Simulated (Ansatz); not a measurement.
# Is this TiAl3 structure a true minimum?

The structure comes from a generated guess, relaxed at this level; another structure or a mixture of phases may lie lower.

Level of theory: Ansatz, DFT PBE, scalar-relativistic, plane waves, PAW. Plane waves to 420 eV, a k mesh through Γ of 10×10×10 on the computed 4-atom cell and Gaussian smearing (0.10 eV); no spin polarisation.

The cell below (4 atoms, space group Pm-3m (No. 221)) is relaxed within its symmetry.

```xyz
4
Lattice="3.9797 0.0000 0.0000 0.0000 3.9797 0.0000 0.0000 0.0000 3.9797" Properties=species:S:1:pos:R:3 pbc="T T T"
Ti    1.9898    1.9898    1.9898
Al    0.0000    1.9898    0.0000
Al    1.9898    0.0000    0.0000
Al    0.0000    0.0000    1.9898
```

For the test a repeat of it with 8 atoms (edges 3.98, 3.98, 7.96 Å) was strained at random (σ = 1.5 % a component), the atoms were moved at random (σ = 0.05 Å), and all was relaxed again on a coarse 6×6×4 mesh (in the run’s order of axes) with 0.20 eV smearing, with no symmetry imposed.

Question: Does it come back?

Answer: It returns, within 1 meV/atom of the unmoved cell on that mesh and with the same symmetry when read at 0.1 Å (P4/mmm at 0.01 Å, so small strains and shifts remain). No instability shows in this cell; modes of other wave vectors, which need another repeat, aren't tested.
